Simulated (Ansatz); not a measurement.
# C: the cost of one run

Computed with Ansatz 0.2.0 (DFT PBEsol, scalar-relativistic, plane waves, PAW, unless a step's input says otherwise).

### 1 The starting structure

It takes space group R-3m (No. 166, trigonal). The conventional cell has a = 2.456 Å, b = 2.456 Å, c = 10.041 Å, α = 90.00°, β = 90.00°, γ = 120.00°. C (site symmetry 3m) is surrounded by 3 C at 1.42 Å.

Structure file:

```
CELL_PARAMETERS angstrom
1.22803 0.70900 3.34701
-1.22803 0.70900 3.34701
0.00000 -1.41800 3.34701
ATOMIC_POSITIONS crystal
C 0.16400 0.16400 0.16400
C 0.83600 0.83600 0.83600
```

No relaxation comes first: the listed cell is the starting point.

### 2 The undisturbed cell

The input, input.yaml:

```yaml
crystal:
  lattice:
    - [1.2280263465, 0.7090013417, 3.3470108394]
    - [-1.2280263465, 0.7090013417, 3.3470108394]
    - [0.0, -1.4180026834, 3.3470108394]
  atoms:
    - { symbol: C, position: [0.164, 0.164, 0.164] }
    - { symbol: C, position: [0.836, 0.836, 0.836] }
basis:
  ecutwfc: 420
kpoints:
  mp_grid: { grid: [15, 15, 15] }
hamiltonian:
  xc: pbesol
scf:
  occupations: { method: gaussian, width: 0.05 }
output:
  forces: true
  stress: true
  eigenvalues: true
```

Q: Estimate wall time and peak memory on 1 thread of an Arm CPU, shared host.

About 2.8 s, with a peak of 0.31 GiB.
